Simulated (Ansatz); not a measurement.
# CdTe (F-43m) in Ansatz: further runs

One crystal, CdTe, is run at these levels: LDA, PBEsol-PBE; tasks: band structure, single point, equation of state.

Program: Ansatz 0.2.0. These are calculated values, not measurements. Logs are shortened: lines on timing, memory, paths and dates and some standing lists are left out, and cuts for length are marked.

**Measured values to compare with.**

“Multiscale insight into the Cd1-xZnxTe vibrational-mechanical properties -- High-pressure experiments and ab initio calculations”, 2023, arxiv:2306.14539 quotes, for a powder of CdTe: bulk modulus 42 ± 2 GPa.

The runs below are set against these values where they give the same quantity.

## 1. The structure

The structure is cubic, space group F-43m (No. 216). Conventional cell: a = 6.410 Å, b = 6.410 Å, c = 6.410 Å, α = 90.00°, β = 90.00°, γ = 90.00°. Around Te (site symmetry -43m) lie 4 Cd at 2.78 Å. Around Cd (site symmetry -43m) lie 4 Te at 2.78 Å.

## 2. Band structure, LDA, collinear spin, program default start, total moment locked

Input file input.yaml:

```yaml
crystal:
  lattice:
    - [0.0, 3.205, 3.205]
    - [3.205, 0.0, 3.205]
    - [3.205, 3.205, 0.0]
  atoms:
    - { symbol: Te, position_ang: [4.8075, 4.8075, 4.8075] }
    - { symbol: Cd, position_ang: [0.0, 0.0, 0.0] }
kpoints:
  mp_grid: { grid: [7, 7, 7] }
  band_path:
    path:
      - [0.0, 0.0, 0.0]
      - [0.5, 0.0, 0.5]
      - [0.5, 0.25, 0.75]
      - [0.375, 0.375, 0.75]
      - [0.0, 0.0, 0.0]
      - [0.5, 0.5, 0.5]
      - [0.625, 0.25, 0.625]
      - [0.5, 0.25, 0.75]
    npoints: 10
scf:
  occupations: { method: fermi_dirac, width: 0.1 }
hamiltonian:
  xc: lda
  pseudopotentials: { kind: all_electron, lapw: { basis_error: 0.002 } }
magnetization:
  spin_polarized: true
  initial_magnetization: 0.0
  spin_locking: { lock_magnetization: hard }
output:
  forces: true
  stress: true
  eigenvalues: true
```

Potentials or basis: all-electron LAPW, scalar-relativistic.

Started as:

```
> ansatz run input.yaml --threads 1 --pin off --max-ram 2560MiB --backend cpu --events-out ev --progress --plain --runs-dir out
```

What it wrote:

```text
Warning: RAYON_NUM_THREADS=1 ignored (pool sized by the plan → 1); use --threads N
LAPW: plane waves up to 7.944 Å⁻¹, error target 2.0e-3 eV per atom; small_component_spin mean_spin; Cd in spheres of 1.399 Å, 20 of its electrons in bands, Dirac shells []; Te in spheres of 1.376 Å, 24 of its electrons in bands, Dirac shells [] (how accurate: hamiltonian.pseudopotentials.lapw.basis_error, Limitations)
Engine: ansatz 0.2.0, aarch64-unknown-linux-gnu
Pseudopotentials: kind: all_electron
Pseudopotential: Te, LAPW, valence charge 24, lapw/all_electron/scalar/gaussian/Te, Koelling and Harmon's equation, gaussian nucleus
Pseudopotential: Cd, LAPW, valence charge 20, lapw/all_electron/scalar/gaussian/Cd, Koelling and Harmon's equation, gaussian nucleus
Functional definition: SPW92
  exchange = slater_x
  correlation = pw_c
Crystal: 2 atoms, lattice volume = 65.844 Å³
Basis set: ecut = 240.4337660304453 eV, 537 PW (Γ), exchange–correlation at level 2
Bands: 27, of which v1, the nominal top of the filled ones, is band 22 counted from 1 (21 counted from 0)
Symmetry: 24 space group operations
Space group: F-43m (ITA 216), of the structure as read, at distance tolerance 4.0e-5 Å
k-points: 20 of 343 (time reversal used)
Non-local potential: Te, projectors of the file, none
Non-local potential: Cd, projectors of the file, none
Initial density: superposition of atomic densities (chi_scale 0.1, normalization cell, long waves kept (reshape's long-wave potential 0.00 eV rms))
Initial wavefunctions: plane waves of lowest kinetic energy (no species holds an atomic orbital)
Functional: x = slater, c = lda
iter 1 solved again at ethr=1.11e-3 eV; its pass at ethr=1.00e-1 eV (dr2=4.89e-1 eV) is discarded
SCF iter   1: F=—  HF=-336831.762545 eV  |F-HF|=—  |Δ(HF+E_count)|=         —  Δρ=9.85e-3 (↑9.85e-3 ↓9.85e-3)  dr2=4.91e-1  dr2_m=0.00e0  M=0.000 μB ∫|m|=0.000 μB  β_m=0.30  ethr=1.11e-3  ⟨swp⟩=2.0  Hψ=3482  notcnv=0
preconditioner: auto → none  [insulator: Δε(μ)=0.935 eV  Ē_g=11.676 eV  σ=0.100 eV  W_gap=0.97  n_scr=14 (ndim 8)  ℏωp=19.4 eV  f_vac=0.203  D(μ)=0.00/eV (n_scr^D=0)  ε∞_Penn≈3.8]
SCF iter   2: F=—  HF=-336831.554593 eV  |F-HF|=—  |Δ(HF+E_count)|=   2.08e-1  Δρ=4.93e-3 (↑4.93e-3 ↓4.93e-3)  dr2=8.44e-2  dr2_m=0.00e0  M=0.000 μB ∫|m|=0.000 μB  β_m=0.37  ethr=1.11e-3  ⟨swp⟩=2.0  Hψ=1645  notcnv=0
SCF iter   3: F=—  HF=-336831.524579 eV  |F-HF|=—  |Δ(HF+E_count)|=   3.00e-2  Δρ=2.13e-3 (↑2.13e-3 ↓2.13e-3)  dr2=1.02e-2  dr2_m=0.00e0  M=0.000 μB ∫|m|=0.000 μB  β_m=0.48  ethr=1.92e-4  ⟨swp⟩=2.0  Hψ=1544  notcnv=0
iter 4 solved again at ethr=6.66e-7 eV; its pass at ethr=2.32e-5 eV (dr2=2.93e-4 eV) is discarded
SCF iter   4: F=—  HF=-336831.520942 eV  |F-HF|=—  |Δ(HF+E_count)|=   3.64e-3  Δρ=4.01e-4 (↑4.01e-4 ↓4.01e-4)  dr2=2.93e-4  dr2_m=0.00e0  M=0.000 μB ∫|m|=0.000 μB  β_m=0.55  ethr=6.66e-7  ⟨swp⟩=2.0  Hψ=2646  notcnv=0
SCF iter   5: F=—  HF=-336831.520868 eV  |F-HF|=—  |Δ(HF+E_count)|=   7.46e-5  Δρ=4.40e-5 (↑4.40e-5 ↓4.40e-5)  dr2=3.67e-6  dr2_m=0.00e0  M=0.000 μB ∫|m|=0.000 μB  β_m=0.54  ethr=6.66e-7  ⟨swp⟩=2.0  Hψ=1545  notcnv=0
SCF iter   6: F=—  HF=-336831.520866 eV  |F-HF|=—  |Δ(HF+E_count)|=   2.06e-6  Δρ=1.07e-5 (↑1.07e-5 ↓1.07e-5)  dr2=1.68e-7  dr2_m=0.00e0  M=0.000 μB ∫|m|=0.000 μB  β_m=0.68  ethr=8.35e-9  ⟨swp⟩=2.1  Hψ=1552  notcnv=0
SCF iter   7: F=-336831.520866 eV  HF=-336831.520866 eV  |F-HF|=2.91e-10  |Δ(HF+E_count)|=   5.16e-8  Δρ=7.56e-7 (↑7.56e-7 ↓7.56e-7)  dr2=8.72e-10  dr2_m=0.00e0  M=0.000 μB ∫|m|=0.000 μB  ethr=3.81e-10  ⟨swp⟩=3.0  Hψ=1625  notcnv=0
SCF 1 converged in 7 iterations: F = -336831.520866 eV  dr2 = 8.72e-10
NSCF: frozen V_eff on 71 k-points
SCF converged after 7 iterations
Stability checked in part: among states of this total moment a probe did not find this state unstable; a lower state of another moment was not looked for (fixed_total_moment; see scf.lower_state_search)
Magnetization: 0.0000 μB (22.0000 up, 22.0000 down)
Absolute magnetization: 0.0000 μB (∫|ρ↑−ρ↓|)
Spin contamination: 0.0000 ħ² per cell (⟨S²⟩ above its minimum at these occupations)
Per-site moments (μB) at R_I (Å): [(0.0, 1.376431250312937), (0.0, 1.3991801274563553)]
Free energy (F): -336831.520866 eV
Harris-Foulkes:  -336831.520866 eV  (|F-HF|=2.91e-10)
Internal energy: -336831.520248 eV  (E = F + TS)
E sigma→0 (E₀):  -336831.520557 eV
Entropy (-TS):   -0.000617 eV (-0.309 meV/atom)
Fermi energy:    9.434891 (↑ 9.434891, ↓ 9.434891) eV
--- Per-component energies (eV) ---
  E_band       = -1629.496807
  E_kinetic    = 354333.814726
  E_xc         = -8708.339253
  E_electrostatic = -682456.995721  (all electrons and nuclei)
  E_smearing   = -0.000617  (= −TS)
  E_closure    = 0.000000  (closes the sum)
  E_atoms      = -336825.476685  (free atoms, spherical and without spin; not in F)
  Σ components = -336831.520866   (vs F -336831.520866, Δ=0.00e0)
  Basis errors (estimates in eV, not in F): energy 8.2e-4 per atom: plane waves 7.9e-4 (4.7e-4 summed), levels above the bands 5.0e-36, relativity 8.1e-9, radial functions 3.4e-5, core shells 4.1e-7; eigenvalues (radial functions only) 1.8e-6; not estimated: angular momenta, meshes, grids; target (lapw.basis_error) 2.0e-3; muffin-tin radii Cd 1.399 Å, Te 1.376 Å
--- Forces (eV/Å), atoms counted from 1 ---
  atom   1  Te    -0.00000000     0.00000000     0.00000000
  atom   2  Cd     0.00000000    -0.00000000    -0.00000000
  max |Σ_I F_I| component: 3.70e-17 eV/Å
--- Stress (GPa, compression-positive) ---
        0.000895       0.000000      -0.000000
        0.000000       0.000895       0.000000
       -0.000000       0.000000       0.000895
  P = ⅓ Tr σ = 0.0009 GPa (0.009 kbar)
--- Band table (eV; the first three rows and the last of 40) ---
  k-point 0 ↑: bands = ["-149.1750", "-99.3933", "-99.3933", "-99.3933", "-92.9093", "-54.0627", "-54.0627", "-54.0627", "-26.9970", "-26.9970", "-26.9970", "-26.9867", "-26.9867", "-2.4374", "0.6480", "0.6480", "0.6480", "0.9378", "0.9378", "9.0322", "9.0322", "9.0322", "9.6412", "13.5434", "13.5434", "13.5434", "16.2793"]
  k-point 1 ↑: bands = ["-149.1750", "-99.3933", "-99.3933", "-99.3933", "-92.9093", "-54.0628", "-54.0627", "-54.0627", "-26.9970", "-26.9969", "-26.9969", "-26.9867", "-26.9867", "-2.3552", "0.6638", "0.6638", "0.7080", "0.9364", "0.9364", "7.4842", "8.8424", "8.8424", "10.6808", "13.5533", "13.8225", "13.8225", "17.1900"]
  k-point 2 ↑: bands = ["-149.1750", "-99.3933", "-99.3933", "-99.3933", "-92.9093", "-54.0628", "-54.0627", "-54.0627", "-26.9971", "-26.9968", "-26.9968", "-26.9866", "-26.9866", "-2.1685", "0.6956", "0.6956", "0.9191", "0.9381", "0.9381", "5.7397", "8.4800", "8.4800", "10.8729", "14.1683", "14.1683", "14.6807", "16.9827"]
  k-point 19 ↓: bands = ["-149.1750", "-99.3933", "-99.3933", "-99.3933", "-92.9093", "-54.0628", "-54.0628", "-54.0628", "-26.9971", "-26.9968", "-26.9964", "-26.9867", "-26.9864", "-1.8754", "0.7743", "0.7913", "0.9017", "0.9400", "1.5144", "4.6218", "6.3369", "7.0743", "12.6324", "13.7717", "14.8648", "15.6626", "17.8805"]
```

Run time: 32 s. Hardware: 1 thread of Arm Neoverse V2, shared host; peak memory 0.35 GiB.

What came out:

* Free energy: -336831.5209 eV
* Absolute moment: 0.00 μB per cell

Caveat: the total moment is fixed, so each spin has its own Fermi level. Spin-orbit coupling is left out, which matters for the levels of Te.

## 3. Single point, PBEsol-PBE, 30.95 Å³/atom (volume scaled by 0.94)

Input file input.yaml:

```yaml
crystal:
  lattice:
    - [0.0, 3.1395734784, 3.1395734784]
    - [3.1395734784, 0.0, 3.1395734784]
    - [3.1395734784, 3.1395734784, 0.0]
  atoms:
    - { symbol: Te, position: [0.75, 0.75, 0.75] }
    - { symbol: Cd, position: [0.0, 0.0, 0.0] }
kpoints:
  mp_grid: { grid: [7, 7, 7] }
scf:
  occupations: { method: tetrahedron }
hamiltonian:
  xc: { exchange: pbesol, correlation: pbe }
  pseudopotentials: { kind: all_electron, lapw: { basis_error: 0.001 } }
output:
  forces: true
  stress: true
  eigenvalues: true
```

Potentials or basis: all-electron LAPW, scalar-relativistic.

Started as:

```
> ansatz run input.yaml --threads 1 --pin off --max-ram 2560MiB --backend cpu --events-out ev --progress --plain --runs-dir out
```

It took 9.4 s on 1 thread of Arm Neoverse V2, shared host; peak memory 0.29 GiB.

Results (log left out):

```yaml
Free_energy: -336952.5684 eV
Pressure: 4.7 GPa
Band_gap_on_the_k_mesh: 0.98 eV, direct
```

Caveat: spin-orbit coupling is left out, which moves the levels of the heavy elements; with tetrahedron occupations forces and stress needn't match the slope of the energy.

## 4. Single point, PBEsol-PBE, 31.60 Å³/atom (volume scaled by 0.96)

input.yaml: that of step 3 with these lines changed.

```diff
@@ -2,5 +2,5 @@
   lattice:
-    - [0.0, 3.1395734784, 3.1395734784]
-    - [3.1395734784, 0.0, 3.1395734784]
-    - [3.1395734784, 3.1395734784, 0.0]
+    - [0.0, 3.1616838793, 3.1616838793]
+    - [3.1616838793, 0.0, 3.1616838793]
+    - [3.1616838793, 3.1616838793, 0.0]
   atoms:
```

Started as:

```
> ansatz run input.yaml --threads 1 --pin off --max-ram 2560MiB --backend cpu --events-out ev --progress --plain --runs-dir out
```

Run time: 9.4 s. Hardware: 1 thread of Arm Neoverse V2, shared host; peak memory 0.29 GiB.

Results (log left out):

* Free energy: -336952.6018 eV
* Pressure: 3.4 GPa
* Band gap on the k mesh: 0.92 eV, direct

Caveat: spin-orbit coupling is left out, which moves the levels of the heavy elements; with tetrahedron occupations forces and stress needn't match the slope of the energy.

## 5. Single point, PBEsol-PBE, 32.26 Å³/atom (volume scaled by 0.98)

input.yaml: that of step 4 with these lines changed.

```diff
@@ -2,5 +2,5 @@
   lattice:
-    - [0.0, 3.1616838793, 3.1616838793]
-    - [3.1616838793, 0.0, 3.1616838793]
-    - [3.1616838793, 3.1616838793, 0.0]
+    - [0.0, 3.1834892848, 3.1834892848]
+    - [3.1834892848, 0.0, 3.1834892848]
+    - [3.1834892848, 3.1834892848, 0.0]
   atoms:
```

Started as:

```
> ansatz run input.yaml --threads 1 --pin off --max-ram 2560MiB --backend cpu --events-out ev --progress --plain --runs-dir out
```

It took 9.4 s on 1 thread of Arm Neoverse V2, shared host; peak memory 0.29 GiB.

The run converged. Its results:

| Quantity | Value |
| --- | --- |
| Free energy | -336952.6253 eV |
| Pressure | 2.3 GPa |
| Band gap on the k mesh | 0.86 eV, direct |

Caveat: spin-orbit coupling is left out, which moves the levels of the heavy elements; with tetrahedron occupations forces and stress needn't match the slope of the energy.

## 6. Single point, PBEsol-PBE, 32.92 Å³/atom

input.yaml: that of step 5 with these lines changed.

```diff
@@ -2,5 +2,5 @@
   lattice:
-    - [0.0, 3.1834892848, 3.1834892848]
-    - [3.1834892848, 0.0, 3.1834892848]
-    - [3.1834892848, 3.1834892848, 0.0]
+    - [0.0, 3.205, 3.205]
+    - [3.205, 0.0, 3.205]
+    - [3.205, 3.205, 0.0]
   atoms:
```

Potentials or basis: all-electron LAPW, scalar-relativistic.

Started as:

```
> ansatz run input.yaml --threads 1 --pin off --max-ram 2560MiB --backend cpu --events-out ev --progress --plain --runs-dir out
```

It took 9.4 s on 1 thread of Arm Neoverse V2, shared host; peak memory 0.29 GiB.

It converged, with:

```
Free energy            : -336952.6398 eV
Pressure               : 1.3 GPa
Band gap on the k mesh : 0.80 eV, direct
```

Caveat: spin-orbit coupling is left out, which moves the levels of the heavy elements; with tetrahedron occupations forces and stress needn't match the slope of the energy.

## 7. Single point, PBEsol-PBE, 33.58 Å³/atom (volume scaled by 1.02)

input.yaml: that of step 6 with these lines changed.

```diff
@@ -2,5 +2,5 @@
   lattice:
-    - [0.0, 3.205, 3.205]
-    - [3.205, 0.0, 3.205]
-    - [3.205, 3.205, 0.0]
+    - [0.0, 3.2262257841, 3.2262257841]
+    - [3.2262257841, 0.0, 3.2262257841]
+    - [3.2262257841, 3.2262257841, 0.0]
   atoms:
```

Started as:

```
> ansatz run input.yaml --threads 1 --pin off --max-ram 2560MiB --backend cpu --events-out ev --progress --plain --runs-dir out
```

Run time: 9.3 s. Hardware: 1 thread of Arm Neoverse V2, shared host; peak memory 0.28 GiB.

Results (log left out):

| Item | Value |
| --- | --- |
| Free energy | -336952.6465 eV |
| Pressure | 0.4 GPa |
| Band gap on the k mesh | 0.74 eV, direct |

Caveat: spin-orbit coupling is left out, which moves the levels of the heavy elements; with tetrahedron occupations forces and stress needn't match the slope of the energy.

## 8. Single point, PBEsol-PBE, 34.24 Å³/atom (volume scaled by 1.04)

input.yaml: that of step 7 with these lines changed.

```diff
@@ -2,5 +2,5 @@
   lattice:
-    - [0.0, 3.2262257841, 3.2262257841]
-    - [3.2262257841, 0.0, 3.2262257841]
-    - [3.2262257841, 3.2262257841, 0.0]
+    - [0.0, 3.2471758892, 3.2471758892]
+    - [3.2471758892, 0.0, 3.2471758892]
+    - [3.2471758892, 3.2471758892, 0.0]
   atoms:
```

Started as:

```
> ansatz run input.yaml --threads 1 --pin off --max-ram 2560MiB --backend cpu --events-out ev --progress --plain --runs-dir out
```

Wall time 9.3 s (1 thread of Arm Neoverse V2, shared host); peak memory 0.28 GiB.

It converged, with:

- Free energy: -336952.6461 eV
- Pressure: -0.4 GPa
- Band gap on the k mesh: 0.69 eV, direct

Caveat: spin-orbit coupling is left out, which moves the levels of the heavy elements; with tetrahedron occupations forces and stress needn't match the slope of the energy.

## 9. Single point, PBEsol-PBE, 34.90 Å³/atom (volume scaled by 1.06)

input.yaml: that of step 8 with these lines changed.

```diff
@@ -2,5 +2,5 @@
   lattice:
-    - [0.0, 3.2471758892, 3.2471758892]
-    - [3.2471758892, 0.0, 3.2471758892]
-    - [3.2471758892, 3.2471758892, 0.0]
+    - [0.0, 3.2678590959, 3.2678590959]
+    - [3.2678590959, 0.0, 3.2678590959]
+    - [3.2678590959, 3.2678590959, 0.0]
   atoms:
```

Potentials or basis: all-electron LAPW, scalar-relativistic.

Started as:

```
> ansatz run input.yaml --threads 1 --pin off --max-ram 2560MiB --backend cpu --events-out ev --progress --plain --runs-dir out
```

It took 9.2 s on 1 thread of Arm Neoverse V2, shared host; peak memory 0.29 GiB.

It converged, with:

```
Free energy            : -336952.6394 eV
Pressure               : -1.2 GPa
Band gap on the k mesh : 0.63 eV, direct
```

Caveat: spin-orbit coupling is left out, which moves the levels of the heavy elements; with tetrahedron occupations forces and stress needn't match the slope of the energy.

## 10. Equation of state, PBEsol-PBE

This step only gathers the single runs of the series.

Results:

* Equilibrium volume: 33.87 Å³/atom
* Bulk modulus: 42 GPa
* Pressure derivative of the bulk modulus: 4.8

Energy against volume, from the lowest point:
| volume (Å³/atom) | energy (meV/atom) |
| --- | --- |
| 30.947 | 39.03 |
| 31.605 | 22.34 |
| 32.263 | 10.63 |
| 32.922 | 3.33 |
| 33.580 | 0.00 |
| 34.239 | 0.21 |
| 34.897 | 3.56 |

Caveat: with tetrahedron occupations forces and stress needn't match the slope of the energy. The run has no spin-orbit coupling, so splittings on Te are missing.

## 11. Against experiment

Step 10. A measured bulk modulus of CdTe is 42 GPa (powder; quoted in “Multiscale insight into the Cd1-xZnxTe vibrational-mechanical properties -- High-pressure experiments and ab initio calculations”, 2023, arxiv:2306.14539); the calculated 42 GPa misses it by +0.1 %. The fit is for a static lattice scaled at fixed shape and fixed fractional positions.
